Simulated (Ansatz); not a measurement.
Start from InCuS₂ in the chalcopyrite structure (space group I-42d, No. 122).

```
CELL_PARAMETERS angstrom
     -2.76098     2.76098     5.56516
      2.76098    -2.76098     5.56516
      2.76098     2.76098    -5.56516
ATOMIC_POSITIONS crystal
  Cu 0.75000 0.25000 0.50000
  Cu 0.00000 0.00000 0.00000
  In 0.25000 0.75000 0.50000
  In 0.50000 0.50000 0.00000
  S  0.09666 0.12500 0.47166
  S  0.65334 0.62500 0.52834
  S  0.37500 0.90334 0.02834
  S  0.87500 0.34666 0.97166
```

Cartesian axes are those of the cell as printed.

The values are results of Ansatz (a first-principles code) r2SCAN, no spin-orbit coupling, not measurements.

Strains are applied to the cell and any free atomic positions relax; under stress the whole cell relaxes.

One change was made to it. Results:

```json
[
 {"quantity": "gap character", "base": "direct at Γ", "after": "direct at Γ"},
 {"quantity": "band gap", "base": "0.36 eV", "after": "0.16 eV"},
 {"quantity": "valence-band top at Γ (three highest levels, from the VBM)", "base": "0.00, -0.02, -0.02 eV", "after": "0.00, 0.00, -0.34 eV"}
]
```

Question: Which change produced these results?
A. isotropic strain −4.40 %
B. tensor shear ε_yz = −3.24 %
C. strain tensor (xx, yy, zz, yz, xz, xy) = (−0.03, −0.65, −0.86, +1.40, +0.00, +0.28) %
D. uniaxial stress, 5 GPa tension along z

Answer: D, uniaxial stress, 5 GPa tension along z. For comparison, the band gap in the other runs: strain tensor (xx, yy, zz, yz, xz, xy) = (−0.03, −0.65, −0.86, +1.40, +0.00, +0.28) % gives 0.37 eV; tensor shear ε_yz = −3.24 % gives 0.26 eV; isotropic strain −4.40 % gives 0.79 eV.

Beyond what the load breaks, stability against distortions was not tested. All final runs are without spin polarisation. A zero or small gap of InCuS2 under uniaxial stress, 5 GPa tension along z and InCuS2 under tensor shear ε_yz = −3.24 % can be the functional's error rather than a property of the material. k-point labels follow each cell's own Brillouin zone.
